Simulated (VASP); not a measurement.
# TaN (P6_3/mmc) in VASP: notebook

Aim: see how the results for TaN move with the level of theory and the settings. Levels: LDA, PBE. Tasks: relaxation of cell and atoms.

Everything below comes from runs of VASP 6.6.1. Logs are shortened: lines on timing, memory, paths and dates and some standing lists are left out, and cuts for length are marked.

**1. The structure**

Symmetry: P6_3/mmc, No. 194, hexagonal system. The conventional cell has a = 2.922 Å, b = 2.922 Å, c = 5.917 Å, α = 90.00°, β = 90.00°, γ = 120.00°. Ta (site symmetry -3m) has 6 N at 2.24 Å as nearest neighbours. N (site symmetry -6m2) is surrounded by 6 Ta at 2.24 Å.

The cell comes from a database or a generator and needn't be the stable form of this composition.

**2. Relaxation of cell and atoms, LDA, target pressure 20 GPa, at which the enthalpy is minimised**

INCAR

```
PREC     = Accurate       # precision mode
ENCUT    = 600            # plane-wave cutoff, eV
EDIFF    = 1E-6           # SCF threshold, eV
ISMEAR   = -1             # smearing method
SIGMA    = 0.05           # smearing width, eV
LREAL    = False          # projectors in reciprocal space
LASPH    = True           # aspherical terms in the spheres
NELM     = 80             # most SCF steps
ALGO     = Normal         # electronic algorithm
ISIF     = 3              # what is computed and relaxed
LWAVE    = False          # write WAVECAR
LCHARG   = False          # write CHGCAR
IBRION   = 2              # ionic algorithm
NSW      = 40             # ionic steps
EDIFFG   = -0.02          # ionic threshold
PSTRESS  = 200
```

KPOINTS

```
regular mesh
0
Gamma
  7 7 4
```

POSCAR

```
TaN
1.0
    2.9217699809      0.0000000000      0.0000000000
   -1.4608849905      2.5303270275      0.0000000000
    0.0000000000      0.0000000000      5.9165150000
Ta N
2 2
Direct
    0.0000000000      0.0000000000      0.5000000000
    0.0000000000      0.0000000000      0.0000000000
    0.3333333333      0.6666666667      0.2500000000
    0.6666666667      0.3333333333      0.7500000000
```

Potentials or basis: VASP PAW LDA potentials, release 64 (Ta_pv, N).

Started as:

```console
$ cat potpaw_LDA.64/Ta_pv/POTCAR potpaw_LDA.64/N/POTCAR > POTCAR
$ mpirun -np 1 vasp_std > vasp.out
```

OUTCAR:

```text
PREC = Accurate
   ENCUT = 600
   EDIFF = 1E-6
   ISMEAR = -1
   LREAL = False
   LASPH = True
   NELM = 80
   ISIF = 3
   IBRION = 2
   NSW = 40
   EDIFFG = -0.02
   PSTRESS = 200

 ion  position               nearest neighbor table
   1  0.000  0.000  0.500-   3 2.24   4 2.24   4 2.24   3 2.24   4 2.24   3 2.24   2 2.96   2 2.96

   2  0.000  0.000  0.000-   3 2.24   4 2.24   4 2.24   3 2.24   4 2.24   3 2.24   1 2.96   1 2.96

   3  0.333  0.667  0.250-   1 2.24   2 2.24   1 2.24   2 2.24   1 2.24   2 2.24
   4  0.667  0.333  0.750-   1 2.24   2 2.24   1 2.24   2 2.24   1 2.24   2 2.24

  LATTYP: Found a hexagonal cell.
 ALAT       =     2.9217699809
 C/A-ratio  =     2.0249763119

  Lattice vectors:

 A1 = (   2.9217699809,   0.0000000000,   0.0000000000)
 A2 = (  -1.4608849905,   2.5303270275,   0.0000000000)
 A3 = (   0.0000000000,   0.0000000000,   5.9165150000)

Analysis of symmetry for initial positions (statically):
=====================================================================
 Subroutine PRICEL returns:
 Original cell was already a primitive cell.

 Routine SETGRP: Setting up the symmetry group for a
 hexagonal supercell.

 Subroutine GETGRP returns: Found 24 space group operations
 (whereof 12 operations were pure point group operations)
 out of a pool of 24 trial point group operations.

The static configuration has the point symmetry D_3d.
 The point group associated with its full space group is D_6h.

Analysis of symmetry for dynamics (positions and initial velocities):
=====================================================================
 Subroutine PRICEL returns:
 Original cell was already a primitive cell.

 Routine SETGRP: Setting up the symmetry group for a
 hexagonal supercell.

 Subroutine GETGRP returns: Found 24 space group operations
 (whereof 12 operations were pure point group operations)
 out of a pool of 24 trial point group operations.

The dynamic configuration has the point symmetry D_3d.
 The point group associated with its full space group is D_6h.

 Subroutine INISYM returns: Found 24 space group operations
 (whereof 12 operations are pure point group operations),
 and found     1 'primitive' translations

----------------------------------------------------------------------------------------

                                     Primitive cell

  volume of cell :      43.7410

  direct lattice vectors                    reciprocal lattice vectors
     2.921769981  0.000000000  0.000000000     0.342258291  0.197602916  0.000000000
    -1.460884991  2.530327027  0.000000000     0.000000000  0.395205833  0.000000000
     0.000000000  0.000000000  5.916515000     0.000000000  0.000000000  0.169018417

  length of vectors
     2.921769981  2.921769981  5.916515000     0.395205833  0.395205833  0.169018417

  position of ions in fractional coordinates (direct lattice)
     0.000000000  0.000000000  0.500000000
     0.000000000  0.000000000  0.000000000
     0.333333333  0.666666667  0.250000000
     0.666666667  0.333333333  0.750000000

  ion indices of the primitive-cell ions
   primitive index   ion index
                 1           1
                 2           2
                 3           3
                 4           4

----------------------------------------------------------------------------------------

 KPOINTS: regular mesh

Automatic generation of k-mesh.
 Grid dimensions read from file:
 generate k-points for:    7    7    4

 Generating k-lattice:

  Cartesian coordinates                     Fractional coordinates (reciprocal lattice)
     0.048894042  0.028228988  0.000000000     0.142857143  0.000000000  0.000000000
     0.000000000  0.056457976  0.000000000     0.000000000  0.142857143  0.000000000
     0.000000000  0.000000000  0.042254604     0.000000000  0.000000000  0.250000000

  Length of vectors
     0.056457976  0.056457976  0.042254604

  Shift w.r.t. Gamma in fractional coordinates (k-lattice)
     0.000000000  0.000000000  0.000000000

 Subroutine IBZKPT returns following result:
 ===========================================

 Found     24 irreducible k-points:

 Following reciprocal coordinates:
            Coordinates               Weight
  0.000000  0.000000  0.000000      1.000000
  0.142857  0.000000  0.000000      6.000000
  0.285714  0.000000  0.000000      6.000000
  0.428571  0.000000  0.000000      6.000000
  0.142857  0.142857  0.000000      6.000000
  0.285714  0.142857  0.000000     12.000000
[... 16 lines left out ...]
  0.428571  0.142857  0.500000      6.000000
  0.285714  0.285714  0.500000      6.000000
   k-points           NKPTS =     24   k-points in BZ     NKDIM =     24   number of bands    NBANDS=     20
   number of dos      NEDOS =    301   number of ions     NIONS =      4
   total plane-waves  NPLWV =  27648
   dimension x,y,z NGX =    24 NGY =   24 NGZ =   48
   dimension x,y,z NGXF=    48 NGYF=   48 NGZF=   96
   ions per type =               2   2
   NGX,Y,Z   is equivalent  to a cutoff of  13.66, 13.66, 13.49 a.u.
   NGXF,Y,Z  is equivalent  to a cutoff of  27.31, 27.31, 26.97 a.u.
 SYSTEM =  unknown system
   PREC   = accura    normal or accurate (medium, high low for compatibility)
   ISTART =      0    job   : 0-new  1-cont  2-samecut
   ICHARG =      2    charge: 1-file 2-atom 10-const
   ISPIN  =      1    spin polarized calculation?
   LNONCOLLINEAR =      F non collinear calculations
   LSORBIT =      F    spin-orbit coupling
   LASPH  =      T    aspherical Exc in radial PAW
   ENCUT  =  600.0 eV  44.10 Ry    6.64 a.u.   5.84  5.84 11.82*2*pi/ulx,y,z
   NELM   =     80;   NELMIN=  2; NELMDL= -5     # of ELM steps
   EDIFF  = 0.1E-05   stopping-criterion for ELM
   LREAL  =      F    real-space projection
   EDIFFG = -.2E-01   stopping-criterion for IOM
   NSW    =     40    number of steps for IOM
   IBRION =      2    ionic relax: 0-MD 1-quasi-New 2-CG
   NFREE  =      1    steps in history (QN), initial steepest desc. (CG)
   ISIF   =      3    stress and relaxation
   ISYM   =      2    0-nonsym 1-usesym 2-fastsym
   POTIM  = 0.5000    time-step for ionic-motion
   TEBEG  =    0.0;   TEEND  =   0.0 temperature during run
   PSTRESS=  200.0 pullay stress
   NELECT =      32.0000    total number of electrons
   NUPDOWN=      -1.0000    fix difference up-down
   EMIN   =  10.00;   EMAX   =-10.00  energy-range for DOS
   EFERMI =   0.00;   METHOD = LEGACY
   ISMEAR =    -1;   SIGMA  =   0.05  broadening in eV -4-tet -1-fermi 0-gaus
   EFERMI_NEDOS =   21; number of points for ismear=-14 and -15
   IALGO  =     38    algorithm
   IMIX   =      4    mixing-type and parameters
     AMIX     =   0.40;   BMIX     =  1.00
     AMIX_MAG =   1.60;   BMIX_MAG =  1.00
  volume/ion in A,a.u.               =      10.94        73.79
  Fermi-wavevector in a.u.,A,eV,Ry     =   1.475124  2.787581 29.606163  2.175992
  Thomas-Fermi vector in A             =   2.589812
   LORBIT       =      0    0 simple, 1 ext, 2 COOP (PROOUT), +10 PAW based schemes
   GGA     = CA    functional components
   LHFCALC =     F    Hartree Fock is set to
   AEXX    =    0.0000 exact exchange contribution
   IVDW    =     0    specifies the selected vdW correction
   LEPSILON=     F    determine dielectric tensor
   LRPA    =     F    only Hartree local field effects (RPA)
 conjugate gradient relaxation of ions
 non-spin polarized calculation
  energy-cutoff  :      600.00
  volume of cell :       43.74
 maximum number of plane-waves:      1478
 NGX is ok and might be reduce to    24
   NGX = 11   NGY = 11   NGZ = 23

--------------------------------------- Ionic step        1  -------------------------------------------

 number of electron      32.0000008 magnetization

 Free energy of the ion-electron system (eV)
  ---------------------------------------------------
  ext. energy  EPLUGINS =         0.00000000
  ---------------------------------------------------
  free energy    TOTEN  =       -48.52582914 eV

  energy without entropy =      -48.51465994  energy(sigma->0) =      -48.52024454

------------------------ aborting loop because EDIFF is reached ----------------------------------------

  FORCE on cell =-STRESS in cart. coord.  units (eV):
  Direction    XX          YY          ZZ          XY          YZ          ZX
  --------------------------------------------------------------------------------------
  -------------------------------------------------------------------------------------
  Total       -4.1682851     -4.1682851     -4.2452885      0.0000000      0.0000000      0.0000000
  in kB     -152.6790148   -152.6790148   -155.4995538      0.0000000      0.0000000      0.0000000
  external PRESSURE =    -353.6191945 kB  Pullay stress =     200.0000000 kB
[... 25 lines left out ...]
  enthalpy is  TOTEN    =       -43.0656353091 eV   P V=        5.4601938350

--------------------------------------- Ionic step        2  -------------------------------------------

 number of electron      32.0000003 magnetization

 E-fermi :  12.2383     XC(G=0): -15.5999

 val. band max:       12.2034204929   @ k =   0.2857   0.2857   0.2500
 cond. band min:      12.2517644961   @ k =   0.1429   0.1429   0.2500
 fundamental gap:      0.0483440032
 Fermi energy:        12.2382673809

 k-point     1 :       0.0000    0.0000    0.0000
  band No.  band energies     occupation
      1     -24.1964      2.00000
      2     -21.5414      2.00000
      3     -20.7903      2.00000
      4     -20.7903      2.00000
      5     -20.5525      2.00000
      6     -20.5525      2.00000
[... 12 lines left out ...]
     19      12.9093      0.00000
[... 725 lines left out ...]
  enthalpy is  TOTEN    =       -43.5350785447 eV   P V=        4.9629697406

--------------------------------------- Ionic step        7  -------------------------------------------

 number of electron      32.0000001 magnetization

 Free energy of the ion-electron system (eV)
  ---------------------------------------------------
  ext. energy  EPLUGINS =         0.00000000
  ---------------------------------------------------
  free energy    TOTEN  =       -48.50501567 eV

  energy without entropy =      -48.49516207  energy(sigma->0) =      -48.50008887

 E-fermi :   8.8714     XC(G=0): -14.0197

 val. band max:        8.7985099276   @ k =   0.1429   0.0000   0.2500
 cond. band min:       8.8793560410   @ k =   0.1429   0.0000   0.0000
 fundamental gap:      0.0808461134
 Fermi energy:         8.8714391828

 k-point     1 :       0.0000    0.0000    0.0000
  band No.  band energies     occupation
      1     -26.4845      2.00000
      2     -25.4549      2.00000
      3     -25.1007      2.00000
      4     -25.1007      2.00000
      5     -25.0168      2.00000
      6     -25.0168      2.00000
[... 12 lines left out ...]
     19       9.5914      0.00000
[... 559 lines left out ...]
  FREE ENERGIE OF THE ION-ELECTRON SYSTEM (eV)
  ---------------------------------------------------
  free  energy   TOTEN  =       -48.5050156670 eV

  energy  without entropy=      -48.4951620722  energy(sigma->0) =      -48.50008887

  enthalpy is  TOTEN    =       -43.5380457501 eV   P V=        4.9669699169

 reached required accuracy - stopping structural energy minimisation
```

Run time: 75 s. Hardware: 1 thread of Intel Xeon Platinum 8488C (Sapphire Rapids), shared host; peak memory 0.17 GiB.

Results:

| Property | Result |
| --- | --- |
| Free energy | -48.5050 eV |
| Relaxed volume | 9.95 Å³/atom |
| Relaxed cell | a = 2.823 Å, b = 2.823 Å, c = 5.763 Å, α = 90.00°, β = 90.00°, γ = 120.00° |
| Space group after relaxing (to 0.05 Å) | P6_3/mmc (No. 194) |
| Energy change on relaxing (the enthalpy is what falls) | +5.2 meV/atom |
| Ionic steps | 7 |
| Pressure after relaxing | 20.0 GPa |
| Band gap on the k mesh | none (metal or under the smearing width) |

Step by step:
| step | energy change (eV) | largest force (eV/Å) | pressure (GPa) | volume (Å³) |
| --- | --- | --- | --- | --- |
| 1 | 0.0000 | 0.0000 | -15.36 | 43.74 |
| 2 | 6.5785 | 0.0000 | 245.09 | 30.17 |
| 3 | -0.0260 | 0.0000 | 15.26 | 40.25 |
| 4 | 0.0058 | 0.0000 | 18.61 | 39.95 |
| 5 | 0.0204 | 0.0000 | 19.98 | 39.83 |
| 6 | 0.0278 | 0.0000 | 20.05 | 39.76 |
| 7 | 0.0208 | 0.0000 | 19.99 | 39.79 |

Final structure:
```
Ta N
1.0
     2.82350    0.00000    0.00000
    -1.41175    2.44522    0.00000
     0.00000    0.00000    5.76324
Ta N
2 2
Cartesian
  0.0000 0.0000 2.8816
  0.0000 0.0000 0.0000
  0.0000 1.6301 1.4408
  1.4117 0.8151 4.3224
```

Caveat: the cell is relaxed towards a set pressure, so the enthalpy falls and the energy may rise. Spin-orbit coupling is left out, which matters for the levels of Ta.

[end of part 1 of 2]
